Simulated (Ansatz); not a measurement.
## Levels of theory for RbBr (rocksalt)

All numbers come from the PAW code Ansatz. Non-magnetic throughout; all numbers are computed.

Structure: RbBr in the rocksalt structure, at its r2SCAN minimum. It is cubic, Fm-3m (No. 225); a = 6.922 Å in the conventional setting, 41.45 Å³ an atom. Around Rb lie 6 Br at 3.46 Å; around Br lie 6 Rb at 3.46 Å.

```cif
data_structure
_symmetry_space_group_name_H-M 'Fm-3m'
_symmetry_Int_Tables_number 225
_cell_length_a 6.9217
_cell_length_b 6.9217
_cell_length_c 6.9217
_cell_angle_alpha 90.000
_cell_angle_beta 90.000
_cell_angle_gamma 90.000
_cell_volume 331.61
loop_
_atom_site_label
_atom_site_type_symbol
_atom_site_symmetry_multiplicity
_atom_site_Wyckoff_symbol
_atom_site_fract_x
_atom_site_fract_y
_atom_site_fract_z
_atom_site_occupancy
Rb1 Rb 4 a 0.00000 0.00000 0.00000 1
Br1 Br 4 b 0.50000 0.00000 0.00000 1
```

Relaxed lattice by functional, symmetry kept:

| functional | k mesh | a (Å) | volume (Å³/atom) |
| --- | --- | --- | --- |
| PBE | 6×6×6 | 7.017 | 43.20 |
| r2SCAN | 6×6×6 | 6.922 | 41.45 |

Band edges at fixed r2SCAN geometry:
```tsv
level	k mesh	gap (eV)	kind	edges	least direct gap (eV)	rough cost
PBE	6×6×6	4.29	direct	Γ	4.29	5 core-seconds
PBE+SOC	6×6×6	4.13	direct	Γ	4.13	14 core-seconds
r2SCAN	6×6×6	4.89	direct	Γ	4.89	8 core-seconds
HSE06	4×4×4	5.44	direct	Γ	5.44	70 core-seconds
PBE0	4×4×4	6.16	direct	Γ	6.16	70 core-seconds
G0W0@PBE (247 empty bands, 120 eV, 4×4×4)	4×4×4	6.75	–	Γ (mesh)	–	110 core-seconds
```
PBE: smearing of 0.02 eV; the others have fixed occupations.
Wave cutoffs: 420 eV, 500 eV (r2SCAN).
The G0W0 gap is PBE's gap over the path plus the quasiparticle shift read on the mesh. The G0W0 figures hold for the stated bands, cutoff and mesh and aren't extrapolated.
Costs come from shared machines and give only the order; PBE's includes the band path. The runs had 2 threads of Arm Neoverse N1 (shared host).

The HSE06 gap is direct at Γ: 5.44 eV. Spin-orbit coupling changes the PBE gap by -0.16 eV, to 4.13 eV; at Γ the threefold valence level splits into a fourfold and a twofold level 0.49 eV apart, the fourfold one on top.

r2SCAN covers 52 % of the step from PBE to HSE06, while HSE06 needs about 9 times r2SCAN's cost (on a coarser mesh). Spin-orbit coupling moves the least or the direct gap by up to 0.16 eV, so it has to be included where a tenth of an eV counts. All these functionals give a gap of the same kind, direct.

r2SCAN (ground state on 6×6×6): ε∞: 2.41 in all directions. Born charges, averaged over directions: Rb +1.14, Br -1.14 e.

Only the levels marked +SOC include spin-orbit coupling.

The meshes of the hybrids are coarse, so their gaps aren't converged to the digits shown.
